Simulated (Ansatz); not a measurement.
BaS (P-6m2) at 4 levels of theory

One geometry, relaxed with PBE; plane waves with PAW potentials in Ansatz, scalar-relativistic. No spin polarisation. Gaps are the least over mesh and band path; pressure is positive in compression, and isn't given for hybrids.

Space group P-6m2 (No. 187). a = 4.366 Å, b = 4.366 Å, c = 3.978 Å, α = 90.00°, β = 90.00°, γ = 120.00°
```csv
atom,site,symmetry,x,y,z
Ba,1b,-6m2,0.0000,0.0000,0.5000
S,1e,-6m2,0.6667,0.3333,0.0000
```

```
level  cutoff (eV)  k mesh  gap (eV)  pressure (GPa)
  PBE          420   6×6×8      2.04             0.0
```

Problem. What comes out on the same cell with r2SCAN, HSE06, LDA?

Solution.
| level | cutoff (eV) | k mesh | gap (eV) | pressure (GPa) |
| --- | --- | --- | --- | --- |
| r2SCAN | 500 | 6×6×8 | 2.40 | -0.1 |
| HSE06 | 420 | 6×6×4 | 2.97 | - |
| LDA | 420 | 6×6×8 | 1.83 | -3.2 |

Spin-orbit coupling matters for the bands of heavy elements and is left out.

The structure comes from a generated guess; another structure or a mixture of phases may lie lower.
